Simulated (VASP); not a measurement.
The system is HfO2.

```
Hf O
1.0
     0.00000    2.51608    2.51608
     2.51608    0.00000    2.51608
     2.51608    2.51608    0.00000
Hf O
1 2
Direct
  0.00000 0.00000 0.00000
  0.75000 0.75000 0.75000
  0.25000 0.25000 0.25000
```

Measurements of this composition are mostly on another form, of space group No. 14.

```yaml
Program: VASP 6.6.1
Task: relaxation of cell and atoms
Functional: RPBE
Potentials_or_basis: VASP PAW PBE potentials, release 64 (Hf_pv, O)
Cutoff: 600 eV
k_mesh: 8 × 8 × 8
Occupations: gaussian, width 0.02 eV
Spin: no spin polarisation
```

At the start: pressure 11.3 GPa; volume 10.62 Å³/atom.

Q: How do energy, volume and symmetry change on relaxing?

A: Over 4 steps the energy falls by 16.0 meV/atom and the volume is 11.09 Å³/atom (+4.4 %); space group Fm-3m (No. 225, to 0.05 Å).

Step by step:
| step | energy change (eV) | largest force (eV/Å) | pressure (GPa) | volume (Å³) |
| --- | --- | --- | --- | --- |
| 1 | 0.0000 | 0.0000 | 11.28 | 31.86 |
| 2 | 0.0446 | 0.0000 | -12.98 | 35.43 |
| 3 | -0.0479 | 0.0000 | -0.15 | 33.29 |
| 4 | -0.0479 | 0.0000 | 0.05 | 33.26 |

Final structure:
```xyz
3
Lattice="0.0000 2.5526 2.5526 2.5526 0.0000 2.5526 2.5526 2.5526 0.0000" Properties=species:S:1:pos:R:3 pbc="T T T"
Hf    0.0000    0.0000    0.0000
O     3.8289    3.8289    3.8289
O     1.2763    1.2763    1.2763
```

Caveat: the PAW data sets were made with another functional, which shifts forces and pressure a little.
